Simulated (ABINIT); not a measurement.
Planning a run of ABINIT 10.8.3 on CdS (Hawleyite). The input:

```
acell 3*1.0 Angstrom
rprim 
  0.000000000000 2.958200000000 2.958200000000
  2.958200000000 0.000000000000 2.958200000000
  2.958200000000 2.958200000000 -0.000000000000
ntypat 2
znucl 48 16
natom 2
typat 1 2
xred 
  0.000000000000 0.000000000000 0.000000000000
  0.250000000000 0.250000000000 0.250000000000
pp_dirpath "pseudos"
pseudos "Cd.upf, S.upf"
ecut 47
ngkpt 4 4 4
nshiftk 1
shiftk 0 0 0
kptopt 1
chksymbreak 0
istwfk *1
occopt 1
irdwfk 1
optdriver 4
nband 148
gwcalctyp 10
ecutsigx 47
symsigma 1
nkptgw 8
kptgw 
  0.0000000000 0.0000000000 0.0000000000
  0.2500000000 0.0000000000 0.0000000000
  0.5000000000 0.0000000000 0.0000000000
  0.2500000000 0.2500000000 0.0000000000
  0.5000000000 0.2500000000 0.0000000000
  -0.2500000000 0.2500000000 0.0000000000
  0.5000000000 0.5000000000 0.0000000000
  -0.2500000000 0.5000000000 0.2500000000
bdgw 
  6 23
  6 23
  6 23
  6 23
  6 23
  6 23
  6 23
  6 23
ecuteps 6
irdscr 1
ppmodel 1
irdqps 1
indata_prefix "in"
outdata_prefix "out"
tmpdata_prefix "tmp"
```

```sh
OMP_NUM_THREADS=1 mpirun -n 4 abinit run.abi > log
```

**Question.** How long will it take on 4 MPI ranks of Arm Neoverse V1, shared host, and how much memory?

It took 6.6 min; on shared hardware allow 3.3 min to 13 min. Peak host memory was 2.1 GiB.

[Paths, hosts, dates, memory and timing lines, banners, echoed tables and standing remarks are left out of the program output.]

[Logs are printed without paths, hosts, clocks, repeated set-up lines and the standing remarks that a program may print on its own settings, such as how far it seeks lower states.]

[Runs of the session that timed out or met a known fault of the program may be left out.]

[Hosts, paths, dates, database ids (printed as entryN), source tags and the programs' standing remarks are cut or masked in the printed files.]

[G0W0 gaps are taken among the corrected bands and points alone; a level outside them can change the order at an edge.]

[Where Ansatz stands beside ABINIT at settings called matched, ABINIT's density can come from a denser mesh and the files from another edition; pairs whose starting gaps differed by over 0.03 eV were left out, so agreement reads better than it is.]
